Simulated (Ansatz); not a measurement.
Runs of Ansatz 0.2.0 on Mg. Symmetry: P6_3/mmc, No. 194, hexagonal system. Conventional cell: a = 3.177 Å, b = 3.177 Å, c = 10.319 Å, α = 90.00°, β = 90.00°, γ = 120.00°. Mg (site symmetry -6m2) has 12 Mg at 3.17 to 3.18 Å as nearest neighbours. Mg (site symmetry -3m) is surrounded by 12 Mg at 3.17 to 3.18 Å. 

| task | level | cell | k mesh | atoms under strain | gap on the mesh (eV) | pressure (GPa) | relaxed volume (Å³/atom) |
| --- | --- | --- | --- | --- | --- | --- | --- |
| phonons | LDA | as given | 7 × 7 × 3 | - | none | - | - |
| relaxation of cell and atoms | BLYP+D3(BJ) | relaxed | 10 × 10 × 3 | - | - | 0.0 | 20.65 |
| relaxation of cell and atoms | revPBE+D4 | relaxed | 10 × 10 × 3 | - | - | 0.0 | 23.26 |
| relaxation of cell and atoms | revPBE+D3(BJ) | relaxed | 10 × 10 × 3 | - | - | 0.0 | (a) |
| elastic constants | PBEsol | as given | 7 × 7 × 3 | clamped | none | 0.1 | - |

Alike in all rows: potentials or basis Ansatz PAW; no spin polarisation; cutoff (eV) 420; smearing fermi-dirac 0.05 eV.

**Question.** Estimate the missing entries.

**Answer.** (a) 21.34.

Caveats: the PAW data sets come from PBE, with cores solved anew for the run's functional, which leaves a small shift of forces and pressure; the plane-wave basis is chosen anew once the cell has moved, so the energies of steps on either side of that aren't comparable (some runs); elastic constants of metals need much finer meshes, so these are rough (some runs).

A gap of «none» marks a metal or a gap under the smearing width.

Runs at the PBE level aren't shown here.
